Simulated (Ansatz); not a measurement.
AlSb (zinc blende, F-43m), plane-wave PAW LDA (Ansatz code). The conduction-band minimum lies on the Γ–X line, 90 % of the way from Γ, with 6 equivalent valleys. Second derivatives d²E/dk² of the lowest band at one valley (eV·Å²), along Cartesian directions:

```
direction  d²E/dk²
---------  -------
[100]        4.369
[010]        34.63
[001]        34.63
[110]        19.51
[101]        19.51
[011]        34.38
```

### Question
Find the principal effective masses, the density-of-states mass and the conductivity mass.

### Answer
Off-diagonal terms follow from H_xy = H[110] − (H_xx + H_yy)/2, and m*/mₑ = 7.620 eV·Å² over each eigenvalue: 0.22, 0.22, 1.7. One valley's DOS mass (m₁m₂m₃)^(1/3) = 0.44, conductivity mass 3/(Σ 1/mᵢ) = 0.31 mₑ.

### Question
What effective density of states Nc follows at 300 K for parabolic valleys?

### Answer
Nc = 2.509e19 × 6 × (0.44)^(3/2) ≈ 4.4e19 cm⁻³.

The cell was relaxed with LDA under the symmetry of its start; of distortions, only those at the zone centre were tested. Spin–orbit coupling is left out wherever it is not named.

Potentials: the later of the program's two PAW sets.

Edges and masses are those of Kohn–Sham bands, whose gap is no quasiparticle gap.
